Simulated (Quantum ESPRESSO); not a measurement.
# MnS (Fm-3m) in Quantum ESPRESSO: notebook, part 2 of 4

Quantum ESPRESSO 7.5. The steps go on from the part before.

**3. Phonon dispersion, PBE, collinear spin, ferromagnetic start**

pw.in

```
&CONTROL
  calculation = 'scf'
  prefix = 'pwscf'
  outdir = './tmp'
  pseudo_dir = './pseudo'
  tprnfor = .true.
  tstress = .true.
  disk_io = 'low'
/
&SYSTEM
  ibrav = 0
  nat = 2
  ntyp = 2
  ecutwfc = 45
  ecutrho = 360
  nbnd = 20
  occupations = 'smearing'
  smearing = 'mv'
  degauss = 0.01469973
  nspin = 2
  starting_magnetization(1) = 0.2667
  starting_magnetization(2) = 0
/
&ELECTRONS
  conv_thr = 4d-10
  electron_maxstep = 120
  mixing_beta = 0.3
/
ATOMIC_SPECIES
Mn    54.9380 mn_pbe_v1.5.uspp.F.UPF
S     32.0600 s_pbe_v1.4.uspp.F.UPF
CELL_PARAMETERS angstrom
   0.0000000000    2.6045000000    2.6045000000
   2.6045000000    0.0000000000    2.6045000000
   2.6045000000    2.6045000000    0.0000000000
ATOMIC_POSITIONS crystal
Mn     0.0000000000    0.0000000000    0.0000000000
S      0.5000000000    0.5000000000    0.5000000000
K_POINTS automatic
10 10 10 0 0 0
```

relax.in

```
&CONTROL
  calculation = 'vc-relax'
  prefix = 'pwscf'
  outdir = './tmp'
  pseudo_dir = './pseudo'
  tprnfor = .true.
  tstress = .true.
  disk_io = 'low'
  nstep = 40
  forc_conv_thr = 0.0001
  etot_conv_thr = 1d-06
/
&SYSTEM
  ibrav = 0
  nat = 2
  ntyp = 2
  ecutwfc = 45
  ecutrho = 360
  nbnd = 20
  occupations = 'smearing'
  smearing = 'mv'
  degauss = 0.01469973
  nspin = 2
  starting_magnetization(1) = 0.2667
  starting_magnetization(2) = 0
/
&ELECTRONS
  conv_thr = 4d-10
  electron_maxstep = 120
  mixing_beta = 0.3
/
&IONS
  ion_dynamics = 'bfgs'
/
&CELL
  cell_dynamics = 'bfgs'
  press = 0
  press_conv_thr = 0.2
/
ATOMIC_SPECIES
Mn    54.9380 mn_pbe_v1.5.uspp.F.UPF
S     32.0600 s_pbe_v1.4.uspp.F.UPF
CELL_PARAMETERS angstrom
   0.0000000000    2.6045000000    2.6045000000
   2.6045000000    0.0000000000    2.6045000000
   2.6045000000    2.6045000000    0.0000000000
ATOMIC_POSITIONS crystal
Mn     0.0000000000    0.0000000000    0.0000000000
S      0.5000000000    0.5000000000    0.5000000000
K_POINTS automatic
10 10 10 0 0 0
```

scf2.in

```
&CONTROL
  calculation = 'scf'
  prefix = 'pwscf'
  outdir = './tmp'
  pseudo_dir = './pseudo'
  tprnfor = .true.
  tstress = .true.
  disk_io = 'low'
/
&SYSTEM
  ibrav = 0
  nat = 2
  ntyp = 2
  ecutwfc = 45
  ecutrho = 360
  nbnd = 20
  occupations = 'smearing'
  smearing = 'mv'
  degauss = 0.01469973
  nspin = 2
  starting_magnetization(1) = 0.2667
  starting_magnetization(2) = 0
/
&ELECTRONS
  conv_thr = 1d-13
  electron_maxstep = 120
  mixing_beta = 0.3
  startingpot = 'file'
  startingwfc = 'file'
/
ATOMIC_SPECIES
Mn    54.9380 mn_pbe_v1.5.uspp.F.UPF
S     32.0600 s_pbe_v1.4.uspp.F.UPF
CELL_PARAMETERS angstrom
   0.0000000000    2.5541715025    2.5541715025
   2.5541715025    0.0000000000    2.5541715025
   2.5541715025    2.5541715025    0.0000000000
ATOMIC_POSITIONS crystal
Mn     0.0000000000    0.0000000000    0.0000000000
S      0.5000000000    0.5000000000    0.5000000000
K_POINTS automatic
10 10 10 0 0 0
```

ph.in

```
phonon_bands of MnS
&INPUTPH
  prefix = 'pwscf'
  outdir = './tmp'
  tr2_ph = 1d-16
  fildyn = 'dyn'
  niter_ph = 60
  alpha_mix(1) = 0.4
  ldisp = .true.
  nq1 = 2
  nq2 = 2
  nq3 = 2
/
```

q2r.in

```
&INPUT
  fildyn = 'dyn'
  zasr = 'crystal'
  flfrc = 'fc'
/
```

matdyn.in

```
&INPUT
  asr = 'crystal'
  flfrc = 'fc'
  flfrq = 'freq'
  q_in_cryst_coord = .true.
  flvec = ' '
/
80
 0.0000000000  0.0000000000  0.0000000000
 0.0454545455  0.0000000000  0.0454545455
 0.0909090909  0.0000000000  0.0909090909
 0.1363636364  0.0000000000  0.1363636364
 0.1818181818  0.0000000000  0.1818181818
 0.2272727273  0.0000000000  0.2272727273
 0.2727272727  0.0000000000  0.2727272727
 0.3181818182  0.0000000000  0.3181818182
 0.3636363636  0.0000000000  0.3636363636
 0.4090909091  0.0000000000  0.4090909091
 0.4545454545  0.0000000000  0.4545454545
 0.5000000000  0.0000000000  0.5000000000
 0.5000000000  0.0500000000  0.5500000000
 0.5000000000  0.1000000000  0.6000000000
 0.5000000000  0.1500000000  0.6500000000
 0.5000000000  0.2000000000  0.7000000000
 0.5000000000  0.2500000000  0.7500000000
 0.4687500000  0.2812500000  0.7500000000
 0.4375000000  0.3125000000  0.7500000000
 0.4062500000  0.3437500000  0.7500000000
 0.3750000000  0.3750000000  0.7500000000
 0.3461538462  0.3461538462  0.6923076923
 0.3173076923  0.3173076923  0.6346153846
 0.2884615385  0.2884615385  0.5769230769
 0.2596153846  0.2596153846  0.5192307692
 0.2307692308  0.2307692308  0.4615384615
 0.2019230769  0.2019230769  0.4038461538
 0.1730769231  0.1730769231  0.3461538462
 0.1442307692  0.1442307692  0.2884615385
 0.1153846154  0.1153846154  0.2307692308
 0.0865384615  0.0865384615  0.1730769231
 0.0576923077  0.0576923077  0.1153846154
 0.0288461538  0.0288461538  0.0576923077
 0.0000000000  0.0000000000  0.0000000000
 0.0454545455  0.0454545455  0.0454545455
 0.0909090909  0.0909090909  0.0909090909
 0.1363636364  0.1363636364  0.1363636364
 0.1818181818  0.1818181818  0.1818181818
 0.2272727273  0.2272727273  0.2272727273
 0.2727272727  0.2727272727  0.2727272727
 0.3181818182  0.3181818182  0.3181818182
 0.3636363636  0.3636363636  0.3636363636
 0.4090909091  0.4090909091  0.4090909091
 0.4545454545  0.4545454545  0.4545454545
 0.5000000000  0.5000000000  0.5000000000
 0.5178571429  0.4642857143  0.5178571429
 0.5357142857  0.4285714286  0.5357142857
 0.5535714286  0.3928571429  0.5535714286
 0.5714285714  0.3571428571  0.5714285714
 0.5892857143  0.3214285714  0.5892857143
 0.6071428571  0.2857142857  0.6071428571
 0.6250000000  0.2500000000  0.6250000000
 0.5937500000  0.2500000000  0.6562500000
 0.5625000000  0.2500000000  0.6875000000
 0.5312500000  0.2500000000  0.7187500000
 0.5000000000  0.2500000000  0.7500000000
 0.5000000000  0.2750000000  0.7250000000
 0.5000000000  0.3000000000  0.7000000000
 0.5000000000  0.3250000000  0.6750000000
 0.5000000000  0.3500000000  0.6500000000
 0.5000000000  0.3750000000  0.6250000000
 0.5000000000  0.4000000000  0.6000000000
 0.5000000000  0.4250000000  0.5750000000
 0.5000000000  0.4500000000  0.5500000000
 0.5000000000  0.4750000000  0.5250000000
 0.5000000000  0.5000000000  0.5000000000
 0.4861111111  0.4861111111  0.5277777778
 0.4722222222  0.4722222222  0.5555555556
 0.4583333333  0.4583333333  0.5833333333
 0.4444444444  0.4444444444  0.6111111111
 0.4305555556  0.4305555556  0.6388888889
 0.4166666667  0.4166666667  0.6666666667
 0.4027777778  0.4027777778  0.6944444444
 0.3888888889  0.3888888889  0.7222222222
 0.3750000000  0.3750000000  0.7500000000
 0.6250000000  0.2500000000  0.6250000000
 0.5937500000  0.1875000000  0.5937500000
 0.5625000000  0.1250000000  0.5625000000
 0.5312500000  0.0625000000  0.5312500000
 0.5000000000  0.0000000000  0.5000000000
```

matdyn_dos.in

```
&INPUT
  asr = 'crystal'
  flfrc = 'fc'
  dos = .true.
  fldos = 'phdos'
  nk1 = 15
  nk2 = 15
  nk3 = 15
  deltaE = 1
  flvec = ' '
  flfrq = ' '
/
```

Potentials or basis: GBRV 1.5 PBE.

Command:

```console
OMP_NUM_THREADS=1 mpirun -n 4 pw.x -nk 4 -in pw.in > pw.out
OMP_NUM_THREADS=1 mpirun -n 4 pw.x -nk 4 -in relax.in > relax.out
OMP_NUM_THREADS=1 mpirun -n 4 pw.x -nk 4 -in scf2.in > scf2.out
OMP_NUM_THREADS=1 mpirun -n 4 ph.x -nk 4 -in ph.in > ph.out
OMP_NUM_THREADS=1 mpirun -n 1 q2r.x -in q2r.in > q2r.out
OMP_NUM_THREADS=1 mpirun -n 1 matdyn.x -in matdyn.in > matdyn.out
OMP_NUM_THREADS=1 mpirun -n 1 matdyn.x -in matdyn_dos.in > matdyn_dos.out
```

pw.out:

```text
This program is part of the open-source Quantum ESPRESSO suite
     for quantum simulation of materials; please cite
[... 6 lines left out ...]
     using ibrav=0 with symmetry is DISCOURAGED, use correct ibrav instead

     K-points division:     npool     =       4
     Subspace diagonalization in iterative solution of the eigenvalue problem:
     a serial algorithm will be used

     G-vector sticks info
     --------------------
     sticks:   dense  smooth     PW     G-vecs:    dense   smooth      PW
     Sum        1201     595    199                27389     9721    1759

     Using Slab Decomposition

     bravais-lattice index     =            0
     lattice parameter (alat)  =       6.9605  a.u.
     unit-cell volume          =     238.4513 (a.u.)^3
     number of atoms/cell      =            2
     number of atomic types    =            2
     number of electrons       =        21.00
     number of Kohn-Sham states=           20
     kinetic-energy cutoff     =      45.0000  Ry
     charge density cutoff     =     360.0000  Ry
     scf convergence threshold =      4.0E-10
     mixing beta               =       0.3000
     number of iterations used =            8  plain     mixing
     Exchange-correlation=  SLA  PW   PBX  PBC
                           (   1   4   3   4   0   0   0)

     celldm(1)=   6.960465  celldm(2)=   0.000000  celldm(3)=   0.000000
     celldm(4)=   0.000000  celldm(5)=   0.000000  celldm(6)=   0.000000

     crystal axes: (cart. coord. in units of alat)
               a(1) = (   0.000000   0.707107   0.707107 )
[... 264 lines left out ...]
     atom   1 (R=0.292)  charge= 13.1897  magn=  4.2330
     atom   2 (R=0.292)  charge=  4.6647  magn=  0.1542

     End of self-consistent calculation

 ------ SPIN UP ------------

          k = 0.0000 0.0000 0.0000 (  1243 PWs)   bands (ev):

   -71.7299 -40.4644 -40.4644 -40.4644  -4.3023   6.8974   6.8974   6.8974
     6.9955   6.9955   8.4070   8.4070   8.4070  11.9711  18.7837  18.7837
    18.7837  20.8956  21.8570  21.8570
[... 273 lines left out ...]
   -71.7293 -40.4701 -40.4689 -40.4674  -2.7401   4.7576   5.2392   5.2588
     7.5461   7.5487   7.6249   7.8344   8.2113  13.8055  16.7719  17.5483
    18.1016  23.2104  23.9267  24.1355

 ------ SPIN DOWN ----------

          k = 0.0000 0.0000 0.0000 (  1243 PWs)   bands (ev):

   -66.8983 -35.7389 -35.7389 -35.7389  -3.9954   8.6314   8.6314   8.6314
    10.6408  10.6408  10.6408  10.6913  10.6913  13.0342  19.8407  19.8407
    19.8407  21.1041  22.9394  24.1504
[... 273 lines left out ...]
   -66.8975 -35.7469 -35.7451 -35.7432  -2.4826   5.2578   5.8860   6.2199
    10.9790  11.5120  11.5885  11.8482  11.8686  15.3424  17.7040  18.6552
    18.7068  24.2344  24.3015  24.6904

     the Fermi energy is    10.2881 ev

!    total energy              =    -235.37812447 Ry
     estimated scf accuracy    <          5.9E-11 Ry
     smearing contrib. (-TS)   =       0.00014957 Ry
     internal energy E=F+TS    =    -235.37827404 Ry

     The total energy is F=E-TS. E is the sum of the following terms:
     one-electron contribution =    -132.74586659 Ry
     hartree contribution      =      74.06302921 Ry
     xc contribution           =     -35.20215455 Ry
     ewald contribution        =    -141.49328211 Ry

     total magnetization       =     4.75 Bohr mag/cell
     absolute magnetization    =     4.75 Bohr mag/cell

     convergence has been achieved in  13 iterations

     negative rho (up, down):  0.000E+00 2.462E-04

     Forces acting on atoms (cartesian axes, Ry/au):

     atom    1 type  1   force =     0.00000000   -0.00000000    0.00000000
     atom    2 type  2   force =     0.00000000    0.00000000    0.00000000

     Total force =     0.000000     Total SCF correction =     0.000000

     Computing stress (Cartesian axis) and pressure

     negative rho (up, down):  0.000E+00 2.462E-04
          total   stress  (Ry/bohr**3)                   (kbar)     P=      -26.79
  -0.00018210   0.00000000   0.00000000          -26.79        0.00        0.00
   0.00000000  -0.00018210   0.00000000            0.00      -26.79        0.00
   0.00000000   0.00000000  -0.00018210            0.00        0.00      -26.79

=------------------------------------------------------------------------------=
   JOB DONE.
=------------------------------------------------------------------------------=
```

scf2.out:

```text
This program is part of the open-source Quantum ESPRESSO suite
     for quantum simulation of materials; please cite
[... 6 lines left out ...]
     using ibrav=0 with symmetry is DISCOURAGED, use correct ibrav instead

     K-points division:     npool     =       4
[... 790 lines left out ...]
   0.00000325   0.00000000   0.00000000            0.48        0.00        0.00
   0.00000000   0.00000325   0.00000000            0.00        0.48        0.00
   0.00000000   0.00000000   0.00000325            0.00        0.00        0.48

=------------------------------------------------------------------------------=
   JOB DONE.
=------------------------------------------------------------------------------=
```

Run time: 15 min. Hardware: 4 MPI ranks of Intel Xeon Platinum 8375C at 2.90GHz (Ice Lake), shared host; peak memory 0.88 GiB.

What came out:

```yaml
Free_energy: -3202.4974 eV
Relaxed_volume: 16.66 Å³/atom
Relaxed_cell: a = 3.612 Å, b = 3.612 Å, c = 3.612 Å, α = 60.00°, β = 60.00°, γ = 60.00°
Space_group_after_relaxing_to_0.05_Å: Fm-3m (No. 225)
Pressure_after_relaxing: 0.0 GPa
Band_gap_on_the_k_mesh: none (metal or under the smearing width)
Net_moment: 4.56 μB per cell
Absolute_moment: 4.56 μB per cell
Site_moments: Mn +4.08; S +0.14 μB
Valence_electrons_inside_the_program's_atomic_spheres: Mn 13.19; S 4.66
Highest_phonon_frequency: 275 cm⁻¹
Zero-point_energy: 0.032 eV/atom
```

Step by step:
```csv
step,energy change (eV),largest force (eV/Å),pressure (GPa),volume (Å³)
1,0.0000,0.0000,-2.68,35.33
2,-0.0071,0.0000,-2.02,34.85
3,-0.0140,0.0000,-1.09,34.14
4,-0.0168,0.0000,-0.03,33.35
5,-0.0168,0.0000,0.00,33.33
```

Final structure:
```cif
data_structure
_symmetry_space_group_name_H-M 'P 1'
_symmetry_Int_Tables_number 1
_cell_length_a 3.6121
_cell_length_b 3.6121
_cell_length_c 3.6121
_cell_angle_alpha 60.000
_cell_angle_beta 60.000
_cell_angle_gamma 60.000
_cell_volume 33.33
loop_
_atom_site_label
_atom_site_type_symbol
_atom_site_fract_x
_atom_site_fract_y
_atom_site_fract_z
_atom_site_occupancy
Mn1 Mn 0.00000 0.00000 0.00000 1
S1 S 0.50000 0.50000 0.50000 1
```

Phonon frequencies in cm⁻¹ (negative: imaginary):
```csv
q point,frequencies
"(0.000, 0.000, 0.000)",0 0 0 221 221 221
"(0.318, 0.000, 0.318)",83 83 135 234 234 240
"(0.500, 0.150, 0.650)",98 109 121 228 247 266
"(0.346, 0.346, 0.692)",106 111 149 207 250 257
"(0.144, 0.144, 0.288)",68 79 133 196 227 234
"(0.091, 0.091, 0.091)",29 29 57 219 219 225
"(0.409, 0.409, 0.409)",121 121 177 177 191 268
"(0.589, 0.321, 0.589)",109 115 154 203 237 263
"(0.500, 0.275, 0.725)",107 108 142 215 254 256
"(0.500, 0.450, 0.550)",128 128 171 173 202 271
"(0.431, 0.431, 0.639)",115 118 164 193 223 266
"(0.562, 0.125, 0.562)",90 103 107 236 244 272
```

Phonon frequencies at the corners of the path (cm⁻¹, interpolated; i marks imaginary ones):
| point | frequencies |
| --- | --- |
| Γ | 0 0 0 221 221 221 |
| X | 87 87 105 242 242 275 |
| W | 107 107 140 216 256 256 |
| K | 100 111 135 218 248 262 |
| L | 133 133 167 167 199 272 |
| U | 100 111 135 218 248 262 |

Phonon states per cell in windows of 20 cm⁻¹ (negative: imaginary):
```
from (cm⁻¹)  total    Mn     S
          0   0.00  0.00  0.00
         20   0.02  0.01  0.01
         40   0.06  0.04  0.02
         60   0.15  0.10  0.05
         80   0.54  0.41  0.13
        100   1.11  0.94  0.17
        120   0.43  0.39  0.04
        140   0.42  0.35  0.07
        160   0.31  0.18  0.14
        180   0.41  0.12  0.29
        200   0.63  0.16  0.47
        220   0.75  0.18  0.57
        240   0.70  0.09  0.61
        260   0.47  0.03  0.44
```

Harmonic thermodynamics per atom at this volume (zero-point energy 32.1 meV, Debye temperature from the second moment 341 K):
| T (K) | free energy (meV) | entropy (k_B) | heat capacity Cv (k_B) |
| --- | --- | --- | --- |
| 50 | 31.8 | 0.31 | 0.76 |
| 100 | 28.6 | 1.21 | 1.84 |
| 200 | 11.0 | 2.78 | 2.61 |
| 298.15 | -17.4 | 3.87 | 2.81 |
| 500 | -98.8 | 5.36 | 2.93 |
| 800 | -256.7 | 6.75 | 2.97 |

Caveat: the q mesh is small, so phonon branches between its points and thermal values are rough; a cell with one magnetic atom can't hold antiferromagnetic order, which such compounds often take; semilocal functionals often make such compounds metallic where correlation or magnetic order opens a gap, which also shifts bond lengths.

(Continued in part 3 of 4.)
